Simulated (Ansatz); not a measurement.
SiC4 and its competing phases

Theory: DFT PBE, scalar-relativistic, plane waves, PAW in Ansatz. All cells share a 420 eV cutoff and Γ-centred k meshes spaced at most about 0.3 Å⁻¹ (about 0.25 or finer for metals, 2π included). No spin polarisation.

Energies over the elements count from the elements' standard structures at the same level, with no fitted energy shifts.

Temperature and zero-point effects are left out. No dispersion correction is applied, so the spacing and binding between layers, chains or molecules are poorly described (SiC4 P4mm). The reference form of C is held partly by dispersion forces, which this level lacks.

The competitors are the elements and 2 reference phases of this chemical system (from databases or known types: Si7C, SiC), relaxed at the same level; other known phases may be missing.

The candidate was reached from: TaTe4 type (P4cc), changed on relaxing.

```
Si C
1.0
     3.54696    0.00000    0.00000
     0.00000    3.54696    0.00000
     0.00000    0.00000    5.62382
Si C
1 4
Direct
  0.00000 0.00000 0.63891
  0.00000 0.29599 0.95252
  0.70401 0.00000 0.95252
  0.00000 0.70401 0.95252
  0.29599 0.00000 0.95252
```

Question: Into what would it decompose?

Answer: Its formation energy is 0.846 eV/atom. The lowest competing mixture at this composition is this:

| phase | space group | source | share of atoms | ΔE_f (eV/atom) |
| --- | --- | --- | --- | --- |
| C | - | element | 0.6000 | -0.0002 |
| SiC | P6_3mc (No. 186) | Materials Project | 0.4000 | -0.204 |

The lowest database cell of C (-0.0002) lies slightly below the reference, hence the non-zero entry.

The mixture lies at -0.082 eV/atom, and the candidate lies 0.93 eV/atom above it. The candidate matches no cell in the subsets of the Crystallography Open Database and the Materials Project at hand. A phase this far over the hull is unlikely to be made. It holds C–C nets (shortest 1.45 Å).
